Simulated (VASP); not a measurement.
# In (Im-3m) in VASP: a series of runs, part 2 of 2

VASP 6.6.1. The steps go on from the part before.

## 3. Relaxation of cell and atoms, BLYP

This run uses another cell than the first one, of 26.14 Å³/atom, 0.829 times its volume.

Contents of INCAR:

```
AGGAC = 1.0
AGGAX = 1.0
ALDAC = 0.0
ALDAX = 1.0
ALGO = Normal
EDIFF = 1E-6
EDIFFG = -0.01
ENCUT = 600
GGA = B5
IBRION = 2
ISIF = 3
ISMEAR = -1
LASPH = T
LCHARG = F
LREAL = F
LWAVE = F
NELM = 100
NSW = 80
PREC = Accurate
SIGMA = 0.1
```

Contents of KPOINTS:

```
k-points
0
Gamma
  12 12 12
```

Contents of POSCAR:

```
In
1.0
   -1.8696844469      1.8696844469      1.8696844469
    1.8696844469     -1.8696844469      1.8696844469
    1.8696844469      1.8696844469     -1.8696844469
In
1
Direct
    0.0000000000      0.0000000000      0.0000000000
```

Potentials or basis: VASP PAW PBE potentials, release 64 (In_d).

Started as:

```bash
$ cat potpaw_PBE.64/In_d/POTCAR > POTCAR
$ mpirun -np 1 vasp_std > vasp.out
```

OUTCAR:

```text
EDIFF = 1E-6
   EDIFFG = -0.01
   ENCUT = 600
   GGA = B5
   IBRION = 2
   ISIF = 3
   ISMEAR = -1
   LASPH = T
   LREAL = F
   NELM = 100
   NSW = 80
   PREC = Accurate

 ion  position               nearest neighbor table
   1  0.000  0.000  0.000-

  LATTYP: Found a body centered cubic cell.
 ALAT       =     3.7393688938

  Lattice vectors:

 A1 = (  -1.8696844469,   1.8696844469,   1.8696844469)
 A2 = (   1.8696844469,  -1.8696844469,   1.8696844469)
 A3 = (   1.8696844469,   1.8696844469,  -1.8696844469)

Analysis of symmetry for initial positions (statically):
=====================================================================
 Subroutine PRICEL returns:
 Original cell was already a primitive cell.

 Routine SETGRP: Setting up the symmetry group for a
 body centered cubic supercell.

 Subroutine GETGRP returns: Found 48 space group operations
 (whereof 48 operations were pure point group operations)
 out of a pool of 48 trial point group operations.

The static configuration has the point symmetry O_h .

Analysis of symmetry for dynamics (positions and initial velocities):
=====================================================================
 Subroutine PRICEL returns:
 Original cell was already a primitive cell.

 Routine SETGRP: Setting up the symmetry group for a
 body centered cubic supercell.

 Subroutine GETGRP returns: Found 48 space group operations
 (whereof 48 operations were pure point group operations)
 out of a pool of 48 trial point group operations.

The dynamic configuration has the point symmetry O_h .

 Subroutine INISYM returns: Found 48 space group operations
 (whereof 48 operations are pure point group operations),
 and found     1 'primitive' translations

----------------------------------------------------------------------------------------

                                     Primitive cell

  volume of cell :      26.1436

  direct lattice vectors                    reciprocal lattice vectors
    -1.869684447  1.869684447  1.869684447     0.000000000  0.267424806  0.267424806
     1.869684447 -1.869684447  1.869684447     0.267424806  0.000000000  0.267424806
     1.869684447  1.869684447 -1.869684447     0.267424806  0.267424806  0.000000000

  length of vectors
     3.238388456  3.238388456  3.238388456     0.378195787  0.378195787  0.378195787

  position of ions in fractional coordinates (direct lattice)
     0.000000000  0.000000000  0.000000000

  ion indices of the primitive-cell ions
   primitive index   ion index
                 1           1

----------------------------------------------------------------------------------------

 KPOINTS: k-points

Automatic generation of k-mesh.
 Grid dimensions read from file:
 generate k-points for:   12   12   12

 Generating k-lattice:

  Cartesian coordinates                     Fractional coordinates (reciprocal lattice)
     0.000000000  0.022285400  0.022285400     0.083333333  0.000000000  0.000000000
     0.022285400  0.000000000  0.022285400     0.000000000  0.083333333  0.000000000
     0.022285400  0.022285400  0.000000000     0.000000000  0.000000000  0.083333333

  Length of vectors
     0.031516316  0.031516316  0.031516316

[... 39 lines left out ...]
   dimension x,y,z NGXF=    56 NGYF=   56 NGZF=   56
   ions per type =               1
   NGX,Y,Z   is equivalent  to a cutoff of  14.37, 14.37, 14.37 a.u.
   NGXF,Y,Z  is equivalent  to a cutoff of  28.75, 28.75, 28.75 a.u.
 SYSTEM =  unknown system
   PREC   = accura    normal or accurate (medium, high low for compatibility)
   ISTART =      0    job   : 0-new  1-cont  2-samecut
   ICHARG =      2    charge: 1-file 2-atom 10-const
   ISPIN  =      1    spin polarized calculation?
   LNONCOLLINEAR =      F non collinear calculations
   LSORBIT =      F    spin-orbit coupling
   LASPH  =      T    aspherical Exc in radial PAW
   ENCUT  =  600.0 eV  44.10 Ry    6.64 a.u.   6.47  6.47  6.47*2*pi/ulx,y,z
   NELM   =    100;   NELMIN=  2; NELMDL= -5     # of ELM steps
   EDIFF  = 0.1E-05   stopping-criterion for ELM
   LREAL  =      F    real-space projection
   EDIFFG = -.1E-01   stopping-criterion for IOM
   NSW    =     80    number of steps for IOM
   IBRION =      2    ionic relax: 0-MD 1-quasi-New 2-CG
   NFREE  =      1    steps in history (QN), initial steepest desc. (CG)
   ISIF   =      3    stress and relaxation
   ISYM   =      2    0-nonsym 1-usesym 2-fastsym
   POTIM  = 0.5000    time-step for ionic-motion
   TEBEG  =    0.0;   TEEND  =   0.0 temperature during run
   PSTRESS=    0.0 pullay stress
   NELECT =      13.0000    total number of electrons
   NUPDOWN=      -1.0000    fix difference up-down
   EMIN   =  10.00;   EMAX   =-10.00  energy-range for DOS
   EFERMI =   0.00;   METHOD = LEGACY
   ISMEAR =    -1;   SIGMA  =   0.10  broadening in eV -4-tet -1-fermi 0-gaus
   EFERMI_NEDOS =   21; number of points for ismear=-14 and -15
   IALGO  =     38    algorithm
   IMIX   =      4    mixing-type and parameters
     AMIX     =   0.40;   BMIX     =  1.00
     AMIX_MAG =   1.60;   BMIX_MAG =  1.00
  volume/ion in A,a.u.               =      26.14       176.43
  Fermi-wavevector in a.u.,A,eV,Ry     =   1.296983  2.450943 22.887245  1.682165
  Thomas-Fermi vector in A             =   2.428405
   LORBIT       =      0    0 simple, 1 ext, 2 COOP (PROOUT), +10 PAW based schemes
   GGA     = B5    functional components
   LHFCALC =     F    Hartree Fock is set to
   AEXX    =    0.0000 exact exchange contribution
   IVDW    =     0    specifies the selected vdW correction
   LEPSILON=     F    determine dielectric tensor
   LRPA    =     F    only Hartree local field effects (RPA)
 conjugate gradient relaxation of ions
 non-spin polarized calculation
  energy-cutoff  :      600.00
  volume of cell :       26.14
 maximum number of plane-waves:       911
 NGX is ok and might be reduce to    28
   NGX = 13   NGY = 13   NGZ = 13

--------------------------------------- Ionic step        1  -------------------------------------------

 number of electron      12.9999996 magnetization

 Free energy of the ion-electron system (eV)
  ---------------------------------------------------
  ext. energy  EPLUGINS =         0.00000000
  ---------------------------------------------------
  free energy    TOTEN  =        -1.77521270 eV

  energy without entropy =       -1.75891261  energy(sigma->0) =       -1.76706266

------------------------ aborting loop because EDIFF is reached ----------------------------------------

  FORCE on cell =-STRESS in cart. coord.  units (eV):
  Direction    XX          YY          ZZ          XY          YZ          ZX
  --------------------------------------------------------------------------------------
  -------------------------------------------------------------------------------------
  Total        1.0856105      1.0856105      1.0856105     -0.0000000     -0.0000000      0.0000000
  in kB       66.5303314     66.5303314     66.5303314     -0.0000000     -0.0000000      0.0000000
  external PRESSURE =      66.5303314 kB  Pullay stress =       0.0000000 kB
[... 92 lines left out ...]
--------------------------------------- Ionic step        4  -------------------------------------------

 number of electron      13.0000004 magnetization

 Free energy of the ion-electron system (eV)
  ---------------------------------------------------
  ext. energy  EPLUGINS =         0.00000000
  ---------------------------------------------------
  free energy    TOTEN  =        -1.86713262 eV

  energy without entropy =       -1.84763533  energy(sigma->0) =       -1.85738397

 E-fermi :   6.0845     XC(G=0):  -8.8321

 val. band max:        6.0592118272   @ k =  -0.4167   0.4167   0.2500
 cond. band min:       6.1490138690   @ k =   0.2500   0.2500   0.0000
 fundamental gap:      0.0898020418
 Fermi energy:         6.0844720663

 k-point     1 :       0.0000    0.0000    0.0000
  band No.  band energies     occupation
      1      -8.5095      2.00000
      2      -8.5095      2.00000
      3      -8.5095      2.00000
      4      -8.3355      2.00000
      5      -8.3355      2.00000
      6      -2.3220      2.00000
      7      15.0019      0.00000
      8      15.0019      0.00000
      9      15.0019      0.00000
     10      18.8041      0.00000
[... 287 lines left out ...]
 k-point    24 :       0.4167    0.0833    0.0833
  band No.  band energies     occupation
      1      -8.5581      2.00000
      2      -8.4920      2.00000
      3      -8.3438      2.00000
      4      -8.3395      2.00000
      5      -8.2619      2.00000
      6       2.2163      2.00000
      7       4.0137      2.00000
      8       9.4479      0.00000
      9      10.8301      0.00000
     10      17.2764      0.00000

 [... further k-points ...]
[... 5 lines left out ...]
  --------------------------------------------------------------------------------------
  -------------------------------------------------------------------------------------
  Total        0.0044829      0.0044829      0.0044829     -0.0000000     -0.0000000     -0.0000000
  in kB        0.2283418      0.2283418      0.2283418     -0.0000000     -0.0000000     -0.0000000
  external PRESSURE =       0.2283418 kB  Pullay stress =       0.0000000 kB
[... 16 lines left out ...]
  FREE ENERGIE OF THE ION-ELECTRON SYSTEM (eV)
  ---------------------------------------------------
  free  energy   TOTEN  =        -1.8671326163 eV

  energy  without entropy=       -1.8476353308  energy(sigma->0) =       -1.85738397

 reached required accuracy - stopping structural energy minimisation
```

It took 43 s on 1 thread of Intel Xeon 6975P-C (Granite Rapids), shared host; peak memory 0.17 GiB.

Results:

```yaml
Free_energy: -1.8671 eV
Relaxed_volume: 31.45 Å³/atom
Relaxed_cell: a = 3.444 Å, b = 3.444 Å, c = 3.444 Å, α = 109.47°, β = 109.47°, γ = 109.47°
Space_group_after_relaxing_to_0.05_Å: Im-3m (No. 229)
Energy_gained_by_relaxing: 91.9 meV/atom
Ionic_steps: 4
Pressure_after_relaxing: 0.0 GPa
Band_gap_on_the_k_mesh: none (metal or under the smearing width)
```

The path:
```tsv
step	energy change (eV)	largest force (eV/Å)	pressure (GPa)	volume (Å³)
1	0.0000	0.0000	6.65	26.14
2	-0.0895	0.0000	0.82	30.47
3	-0.0917	0.0000	-0.29	31.83
4	-0.0919	0.0000	0.02	31.45
```

Final structure:
```
In
1.0
    -1.98858    1.98858    1.98858
     1.98858   -1.98858    1.98858
     1.98858    1.98858   -1.98858
In
1
Direct
  0.00000 0.00000 0.00000
```

Levels at points of the mesh, in eV from the Fermi level:
```tsv
k point	band 2	band 3	band 4	band 5	band 6	band 7	band 8	band 9	band 10
(0.00, 0.00, 0.00)	-14.59	-14.59	-14.42	-14.42	-8.41	8.92	8.92	8.92	12.72
(0.50, 0.00, 0.00)	-14.59	-14.43	-14.42	-14.31	-4.07	-2.39	4.92	6.59	9.08
(0.50, 0.50, 0.50)	-14.64	-14.34	-14.34	-14.34	-0.48	1.20	1.20	1.20	5.35
```

Caveat: the volume moved by over 15 % at a fixed basis, so the end points are rough; the PAW data sets were made with another functional, which shifts forces and pressure a little.

## 4. Single point, BLYP

This run uses another cell than the first one, of 35.31 Å³/atom, 1.120 times its volume.

Contents of INCAR:

```
PREC = Accurate ; ENCUT = 520
EDIFF = 1E-6 ; ISMEAR = -1
SIGMA = 0.1 ; LREAL = F
LASPH = T ; NELM = 100
ALGO = Normal ; ISIF = 2
LWAVE = F ; LCHARG = F
GGA = B5 ; ALDAX = 1.0
AGGAX = 1.0 ; AGGAC = 1.0
ALDAC = 0.0 ; NBANDS = 12
```

Contents of KPOINTS:

```
regular mesh
0
Gamma
  18 18 18
```

Contents of POSCAR:

```
In
1.0
   -2.0667513432      2.0667513432      2.0667513432
    2.0667513432     -2.0667513432      2.0667513432
    2.0667513432      2.0667513432     -2.0667513432
In
1
Direct
    0.0000000000      0.0000000000      0.0000000000
```

Started as:

```bash
$ cat potpaw_PBE.64/In_d/POTCAR > POTCAR
$ mpirun -np 1 vasp_std > vasp.out
```

It took 31 s on 1 thread of Intel Xeon 6975P-C (Granite Rapids), shared host; peak memory 0.2 GiB.

It converged, with:

- Free energy: -1.8458 eV
- Pressure: -1.9 GPa
- Band gap on the k mesh: none (metal or under the smearing width)

Levels at points of the mesh, in eV from the Fermi level:
```
           k point  band 4  band 5  band 6  band 7  band 8  band 9
(0.00, 0.00, 0.00)  -14.43  -14.43   -7.81    7.89    7.89    7.89
(0.50, 0.00, 0.00)  -14.43  -14.35   -4.10   -2.03    4.45    6.07
(0.50, 0.50, 0.50)  -14.37  -14.37   -1.13    1.17    1.17    1.17
```

Caveat: the PAW data sets were made with another functional, which shifts forces and pressure a little.

## 5. The runs side by side

| task | cell | k mesh | cutoff (eV) | gap on the mesh (eV) | pressure (GPa) |
| --- | --- | --- | --- | --- | --- |
| single point | Im-3m, 31.53 Å³/atom | 12 × 12 × 12 | 520 | none | 0.0 |
| relaxation of cell and atoms | relaxed | 12 × 12 × 12 | 600 | none | 0.0 |
| single point | Im-3m, 35.31 Å³/atom | 18 × 18 × 18 | 520 | none | -1.9 |

Alike in all rows: level BLYP; potentials or basis VASP PAW PBE potentials, release 64 (In_d); no spin polarisation; smearing fermi-dirac 0.1 eV.

Caveats: the PAW data sets were made with another functional, which shifts forces and pressure a little; the volume moved by over 15 % at a fixed basis, so the end points are rough (some runs).

Absolute energies hang on the potentials; compare differences alone.
